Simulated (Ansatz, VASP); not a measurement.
## One calculation of WC, two programs

```
CELL_PARAMETERS angstrom
0.00000 2.19268 2.19268
2.19268 0.00000 2.19268
2.19268 2.19268 0.00000
ATOMIC_POSITIONS crystal
W 0.94528 0.01641 0.03847
C 0.44379 0.51669 0.54226
```

The cell comes from a database or a generator and needn't be the stable form of this composition.

Alike in both runs: task single point; functional PBEsol; k mesh 6 × 6 × 6; occupations methfessel-paxton of order 1, width 0.1 eV; no spin polarisation.

```csv
,VASP,Ansatz
version,VASP 6.6.1,Ansatz 0.2.0
potentials or method,"VASP PAW PBE potentials, release 64 (W_sv, C)","plane waves, PAW"
plane-wave cutoff (eV),520,420
valence electrons in the cell,18,18
```

|  | VASP | Ansatz | Ansatz less VASP |
| --- | --- | --- | --- |
| rms of the force components (eV/Å) | 0.046 | 0.045 | -0.0006 |

Atom by atom the forces differ by 0.001 eV/Å (rms over components).

Caveats: the k mesh is coarse (spacing up to 0.41 Å⁻¹), so the values aren't converged; the PAW data sets were made with another functional, which shifts forces and pressure a little (VASP). Spin-orbit coupling is left out, which matters for the levels of W.
